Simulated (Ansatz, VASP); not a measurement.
**SrCl2 in VASP and in Ansatz**

Contents of INCAR:

```
SYSTEM = SrCl2
ALGO = Normal
EDIFF = 1E-6
ENCUT = 520
GGA = PE
ISIF = 2
ISMEAR = 0
LASPH = .True.
LCHARG = .False.
LREAL = .False.
LWAVE = .False.
NBANDS = 19
NELM = 60
PREC = Accurate
SIGMA = 0.05
```

KPOINTS

```
k-points
0
Gamma
  6 6 6
  0 0 0
```

Contents of POSCAR:

```
SrCl2
1.0
    0.0000000000      3.4680725000      3.4855000000
    3.5029275000      0.0000000000      3.4855000000
    3.5029275000      3.4680725000      0.0000000000
Sr Cl
1 2
Direct
    0.0000000000      0.0000000000      0.0000000000
    0.2500000000      0.2500000000      0.2500000000
    0.7500000000      0.7500000000      0.7500000000
```

Input for Ansatz:

```yaml
crystal:
  lattice:
    - [0.0, 3.4680725, 3.4855]
    - [3.5029275, 0.0, 3.4855]
    - [3.5029275, 3.4680725, 0.0]
  atoms:
    - { symbol: Sr, position: [0.0, 0.0, 0.0] }
    - { symbol: Cl, position: [0.25, 0.25, 0.25] }
    - { symbol: Cl, position: [0.75, 0.75, 0.75] }
basis:
  ecutwfc: 420
kpoints:
  mp_grid: { grid: [6, 6, 6] }
hamiltonian:
  xc: pbe
scf:
  occupations: { method: gaussian, width: 0.05 }
output:
  forces: true
  stress: true
  eigenvalues: true
```

Change from the starting cell: strain +0.0050 x Voigt [1, -1, 0, 0, 0, 0], atoms carried along.

Alike in both runs: task single point; functional PBE; k mesh 6 × 6 × 6; occupations gaussian, width 0.05 eV; no spin polarisation.

|  | VASP | Ansatz |
| --- | --- | --- |
| version | VASP 6.6.1 | Ansatz 0.2.0 |
| potentials or method | VASP PAW PBE potentials, release 64 (Sr_sv, Cl) | scalar-relativistic, plane waves, PAW |
| plane-wave cutoff (eV) | 520 | 420 |
| valence electrons in the cell | 24 | 24 |

Ansatz gave:

* gap on the k mesh at the Fermi level (eV): 5.32
* least direct gap on the mesh (eV): 5.48
* pressure (GPa): 1.1
* largest component of the traceless stress (GPa): 0.26

Q: Which values does VASP return?

A: gap on the k mesh at the Fermi level (eV): 5.31; least direct gap on the mesh (eV): 5.47; pressure (GPa): 1.2; largest component of the traceless stress (GPa): 0.26.

A k mesh can miss the band edges.
